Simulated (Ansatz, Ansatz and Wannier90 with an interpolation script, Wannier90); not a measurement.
# From a coarse GW mesh to bands everywhere: BP (honeycomb monolayer), part 2 of 3

G0W0 gives levels on a mesh alone; what do the bands of BP (honeycomb monolayer) look like between the points?

Ansatz 0.2.0; PBE, Wannier functions and G0W0, plane waves, PAW. Known limits of the many-body steps: not at the basis limit.

So far. Step 2 (PBE bands): The gap is direct, at (0.333, 0.333, 0.000).

### 4. Wannier functions by Wannier90 (B:2s B:2p P:3p) on 24×24×1

Localised functions give a small Hamiltonian that interpolates between mesh points at no cost.

This step: maximally localised Wannier functions from the overlaps of PBE states (plane waves, PAW).

Input file w.win:

```
num_iter = 1200
conv_tol = 1.0e-8
conv_window = 5
dis_num_iter = 4000
dis_conv_tol = 1.0e-8
dis_mix_ratio = 0.7
write_hr = true
use_ws_distance = false
num_print_cycles = 50
! ansatz wannier90 interface
! projections by site (counted from 0) and shell: 0 2S, 0 2P, 1 3P
! states of the run's bands (counted from 1): 1-41
num_bands = 41
num_wann  = 7
dis_win_min = -13.59
dis_win_max = 15.08
dis_froz_min = -13.59
dis_froz_max = -1.43
guiding_centres = true
shell_list = 5 1

begin unit_cell_cart
Ang
       3.2141843468143807                      0.0                      0.0
      -1.6070921734071903        2.783565296787546                      0.0
                      0.0                      0.0                     23.2
end unit_cell_cart

begin atoms_frac
B         0.3333333333333333       0.6666666666666666                      0.5
P         0.6666666666666666       0.3333333333333333                      0.5
end atoms_frac

mp_grid = 24 24 1

[... the mesh's points ...]
```

Launch:

```console
$ OMP_NUM_THREADS=1 mpirun -n 8 wannier90.x w > wannier90.x.log
```

Output:

```text
TEM
                                    ------

                              Lattice Vectors (Ang)
                    a_1     3.214184   0.000000   0.000000
                    a_2    -1.607092   2.783565   0.000000
                    a_3     0.000000   0.000000  23.200000

                   Unit Cell Volume:     207.56789  (Ang^3)

                        Reciprocal-Space Vectors (Ang^-1)
                    b_1     1.954830   1.128622  -0.000000
                    b_2     0.000000   2.257244   0.000000
                    b_3     0.000000  -0.000000   0.270827

 *----------------------------------------------------------------------------*
 |   Site       Fractional Coordinate          Cartesian Coordinate (Ang)     |
 +----------------------------------------------------------------------------+
 | b    1   0.33333   0.66667   0.50000   |   -0.00000   1.85571  11.60000    |
 | p    1   0.66667   0.33333   0.50000   |    1.60709   0.92786  11.60000    |
 *----------------------------------------------------------------------------*
                                ------------
                                K-POINT GRID
                                ------------

             Grid size = 24 x 24 x  1      Total points =  576

 *---------------------------------- MAIN ------------------------------------*
 |  Number of Wannier Functions               :                 7             |
 |  Number of Objective Wannier Functions     :                 7             |
 |  Number of input Bloch states              :                41             |
 |  Output verbosity (1=low, 5=high)          :                 1             |
 |  Timing Level (1=low, 5=high)              :                 1             |
 |  Optimisation (0=memory, 3=speed)          :                 3             |
 |  Length Unit                               :               Ang             |
 |  Post-processing setup (write *.nnkp)      :                 F             |
 |  Using Gamma-only branch of algorithms     :                 F             |
 *----------------------------------------------------------------------------*
 *------------------------------- WANNIERISE ---------------------------------*
 |  Total number of iterations                :              1200             |
 |  Number of CG steps before reset           :                 5             |
 |  Trial step length for line search         :             2.000             |
 |  Convergence tolerence                     :         0.100E-07             |
 |  Convergence window                        :                 5             |
 |  Iterations between writing output         :                50             |
 |  Iterations between backing up to disk     :               100             |
 |  Write r^2_nm to file                      :                 F             |
 |  Write xyz WF centres to file              :                 F             |
 |  Write on-site energies <0n|H|0n> to file  :                 F             |
 |  Use guiding centre to control phases      :                 T             |
 |  Use phases for initial projections        :                 F             |
 |  Iterations before starting guiding centres:                 0             |
 |  Iterations between using guiding centres  :                 1             |
 *----------------------------------------------------------------------------*
 *------------------------------- DISENTANGLE --------------------------------*
 |  Using band disentanglement                :                 T             |
 |  Total number of iterations                :              4000             |
 |  Mixing ratio                              :             0.700             |
 |  Convergence tolerence                     :         1.000E-08             |
 |  Convergence window                        :                 3             |
 *----------------------------------------------------------------------------*
 *-------------------------------- PLOTTING ----------------------------------*
 |  Plotting Hamiltonian in WF basis          :                 T             |
 *----------------------------------------------------------------------------*

 *---------------------------------- K-MESH ----------------------------------*
 +----------------------------------------------------------------------------+
 |                    Distance to Nearest-Neighbour Shells                    |
 |                    ------------------------------------                    |
 |          Shell             Distance (Ang^-1)          Multiplicity         |
 |          -----             -----------------          ------------         |
 |             1                   0.094052                      6            |
 |             2                   0.162903                      6            |
 |             3                   0.188104                      6            |
 |             4                   0.248838                     12            |
 |             5                   0.270827                      2            |
 |             6                   0.282155                      6            |
 |             7                   0.286693                     12            |
 |             8                   0.316045                     12            |
[...]
Sum of centres and spreads (  4.821277, 10.207349, 81.200000 )    16.45492455

      0     0.165E+02     0.0000000000       16.4549245516      21.40  <-- CONV
        O_D=      0.3213595 O_OD=      6.0024807 O_TOT=     16.4549246 <-- SPRD
 ------------------------------------------------------------------------------
 Cycle:      1
  WF centre and spread    1  (  0.000000,  1.852330,-11.600000 )     3.14345317
  WF centre and spread    2  (  0.000000,  1.855710, 11.600000 )     1.85499544
  WF centre and spread    3  ( -0.000000,  1.677813, 11.600000 )     2.24016080
  WF centre and spread    4  (  0.000000,  2.038326, 11.600000 )     2.24229063
  WF centre and spread    5  (  1.607092,  0.927855,-11.600000 )     1.83394687
  WF centre and spread    6  (  1.607092,  0.560034,-11.600000 )     2.26279909
  WF centre and spread    7  (  1.607092,  1.295107,-11.600000 )     2.26549294
  Sum of centres and spreads (  4.821277, 10.207175,-11.600000 )    15.84313894

      1    -0.612E+00     0.4701502083       15.8431389408      21.42  <-- CONV
        O_D=      0.2507273 O_OD=      5.4613274 O_TOT=     15.8431389 <-- SPRD
 Delta: O_D= -0.7063227E-01 O_OD= -0.5411533E+00 O_TOT= -0.6117856E+00 <-- DLTA
 ------------------------------------------------------------------------------
 Cycle:     50
  WF centre and spread    1  (  0.000000,  1.501038,-11.600000 )     2.53263427
[...]
WF centre and spread    5  (  1.607092,  0.927855,-11.600000 )     1.83883279
  WF centre and spread    6  (  1.607092,  0.493419,-11.600000 )     1.81591990
  WF centre and spread    7  (  1.607092,  1.377226,-11.600000 )     1.80431906
  Sum of centres and spreads (  4.821277, 10.207253,-11.600000 )    13.48442600

     50    -0.154E-01     0.2022107573       13.4844260029      21.83  <-- CONV
        O_D=      0.1324492 O_OD=      3.2208925 O_TOT=     13.4844260 <-- SPRD
 Delta: O_D= -0.3300814E-02 O_OD= -0.1207695E-01 O_TOT= -0.1537777E-01 <-- DLTA
 ------------------------------------------------------------------------------
 Cycle:    100
  WF centre and spread    1  (  0.000000,  1.242490,-11.600000 )     2.11471193
[...]
WF centre and spread    5  (  1.607092,  0.927855,-11.600000 )     1.83891586
[...]
Sum of centres and spreads (  4.821277, 10.207594,-11.600000 )    12.89662411

    100    -0.328E-02     0.0597723280       12.8966241130      22.23  <-- CONV
        O_D=      0.1015999 O_OD=      2.6639400 O_TOT=     12.8966241 <-- SPRD
 Delta: O_D= -0.7975932E-04 O_OD= -0.3195859E-02 O_TOT= -0.3275618E-02 <-- DLTA
 ------------------------------------------------------------------------------
 Cycle:    150
[...]
Sum of centres and spreads (  4.821277, 10.207680,-11.600000 )    12.85348440

    150    -0.113E-03     0.0117973956       12.8534843950      22.64  <-- CONV
        O_D=      0.0977866 O_OD=      2.6246135 O_TOT=     12.8534844 <-- SPRD
 Delta: O_D= -0.5272890E-05 O_OD= -0.1081685E-03 O_TOT= -0.1134414E-03 <-- DLTA
 ------------------------------------------------------------------------------
 Cycle:    200
[...]
Sum of centres and spreads (  4.821277, 10.207693,-11.600000 )    12.85215596

    200    -0.290E-05     0.0024581919       12.8521559626      23.04  <-- CONV
        O_D=      0.0973482 O_OD=      2.6237234 O_TOT=     12.8521560 <-- SPRD
 Delta: O_D= -0.1454725E-05 O_OD= -0.1446993E-05 O_TOT= -0.2901719E-05 <-- DLTA
 ------------------------------------------------------------------------------
 Cycle:    250
[...]
WF centre and spread    3  ( -0.000000,  1.644104, 11.600000 )     1.89526686
  WF centre and spread    4  (  0.000000,  2.674822, 11.600000 )     1.64551865
[...]
WF centre and spread    7  (  1.607092,  1.385074,-11.600000 )     1.79865065
  Sum of centres and spreads (  4.821277, 10.207696,-11.600000 )    12.85211536

    250    -0.104E-06     0.0003726522       12.8521153586      23.45  <-- CONV
        O_D=      0.0972782 O_OD=      2.6237529 O_TOT=     12.8521154 <-- SPRD
 Delta: O_D= -0.5605496E-06 O_OD=  0.4564526E-06 O_TOT= -0.1040970E-06 <-- DLTA
 ------------------------------------------------------------------------------

             <<<     Delta < 1.000E-08  over  5 iterations     >>>
             <<< Wannierisation convergence criteria satisfied >>>

 Final State
  WF centre and spread    1  (  0.000000,  1.223384,-11.600000 )     2.02855065
  WF centre and spread    2  (  0.000000,  1.855710, 11.600000 )     1.84808499
  WF centre and spread    3  ( -0.000000,  1.644095, 11.600000 )     1.89524268
  WF centre and spread    4  (  0.000000,  2.674826, 11.600000 )     1.64579991
  WF centre and spread    5  (  1.607092,  0.927855,-11.600000 )     1.83891813
  WF centre and spread    6  (  1.607092,  0.496734,-11.600000 )     1.79684199
  WF centre and spread    7  (  1.607092,  1.385093,-11.600000 )     1.79867582
  Sum of centres and spreads (  4.821277, 10.207696,-11.600000 )    12.85211417

         Spreads (Ang^2)       Omega I      =    10.131084296
        ================       Omega D      =     0.097267102
                               Omega OD     =     2.623762768
    Final Spread (Ang^2)       Omega Total  =    12.852114165
 ------------------------------------------------------------------------------

 Writing checkpoint file w.chk... done

 *---------------------------------------------------------------------------*
 |                               PLOTTING                                    |
 *---------------------------------------------------------------------------*

 *===========================================================================*
 |                             TIMING INFORMATION                            |
 *===========================================================================*
 |    Tag                                                Ncalls      Time (s)|
 |---------------------------------------------------------------------------|
 |kmesh: get                                        :         1         0.134|
 |overlap: read                                     :         1         4.115|
 |dis: main                                         :         1        21.731|
 |wann: main                                        :         1         2.389|
 |plot: main                                        :         1         0.044|
 *---------------------------------------------------------------------------*
 All done: wannier90 exiting
```

Wall time 30 s (8 MPI ranks of Arm Neoverse V2, shared host).

Numbers from this step:

| Property | Result |
| --- | --- |
| gauge-invariant spread | 10.13 Å² |
| diagonal spread | 0.09727 Å² |
| off-diagonal spread | 2.624 Å² |
| total spread | 12.85 Å² |
| disentanglement steps | 846 |
| r.m.s. interpolation error | 3.81e-4 eV |
| r.m.s. error near the gap | 5.64e-4 eV |

Near the gap the model misses directly solved bands by 0.6 meV r.m.s. and by 3 meV at most in the window tested. This tests the starting bands, not the corrections carried with them.

Wannier functions, by row:

```tsv
function	x (Å)	y (Å)	z (Å)	spread (Å²)	nearest atom	distance (Å)
1	0	1.223	-11.6	2.029	B1	0.632
2	0	1.856	11.6	1.848	B1	0
3	0	1.644	11.6	1.895	B1	0.212
4	0	2.675	11.6	1.646	B1	0.819
5	1.607	0.928	-11.6	1.839	P2	0
6	1.607	0.497	-11.6	1.797	P2	0.431
7	1.607	1.385	-11.6	1.799	P2	0.457
```

Frozen up to 3.70 eV; above it the model need not follow the bands. Electronic bands along the path, in eV, zero at the valence-band top:

```tsv
point	band 2	band 3	band 4	band 5	band 6	band 7	band 8
Γ	-4.13	-1.66	-1.66	4.65	4.65	5.63	8.67
halfway	-4.97	-3.12	-2.85	3.53	5.28	7.82	8.52
M	-8.32	-3.64	-1.05	1.47	2.83	11.11	12.64
halfway	-8.12	-5.00	-0.71	1.39	4.89	10.23	12.00
K	-7.91	-6.26	0.00	0.90	7.60	9.99	10.09
halfway	-5.29	-3.79	-2.79	4.62	5.02	6.39	10.13
Γ	-4.13	-1.66	-1.66	4.65	4.65	5.63	8.67
```

The same for Kohn-Sham, solved directly:

```tsv
point	band 2	band 3	band 4	band 5	band 6	band 7	band 8
Γ	-4.13	-1.66	-1.66	3.76	4.65	4.65	4.89
M	-8.32	-3.64	-1.05	1.47	2.83	7.83	8.78
K	-7.91	-6.26	0.00	0.90	6.38	7.27	8.44
Γ	-4.13	-1.66	-1.66	3.76	4.65	4.65	4.89
```

The first set of electronic bands as a text plot (rows in eV, shown from -8.0 to 6.9 only):

```
    6.6 |       ++                   +       ++   ++++   ++++
    6.0 | ++++++                               +++    +++    +++
    5.3 |+  ++    ++                +             ++     ++++   +
    4.7 |+++++                     +                +++++++++++++
    4.1 |     ++++  ++            +
    3.5 |         ++++++       +++                ++
    2.9 |             +++++++++                +++
    2.2 |               ++
    1.6 |                 +++++++++++        ++
    1.0 |                            ++++++++
    0.4 |
   -0.2 |                            ********
   -0.9 |                   *********        **
   -1.5 |***            ****                   ***           ****
   -2.1 | ******      **                          **       *****
   -2.7 |       ******                              **   ****
   -3.3 |     ****************                        *****
   -4.0 |*********            ****                  **     ******
   -4.6 |                         *               **  ***
   -5.2 |         **               **          ***  **
   -5.8 |           **               ***   ****   **
   -6.4 |             **                ***
   -7.1 |                                      ***
   -7.7 |               **           **********
         Γ                   M           K                      Γ
```

(Continued in part 3 of 3.)

[Paths, hosts, dates, memory and timing lines, banners, echoed tables and standing remarks are left out of the program output.]

[Logs are printed without paths, hosts, clocks, repeated set-up lines and the standing remarks that a program may print on its own settings, such as how far it seeks lower states.]

[Runs of the session that timed out or met a known fault of the program may be left out.]

[Hosts, paths, dates, database ids (printed as entryN), source tags and the programs' standing remarks are cut or masked in the printed files.]
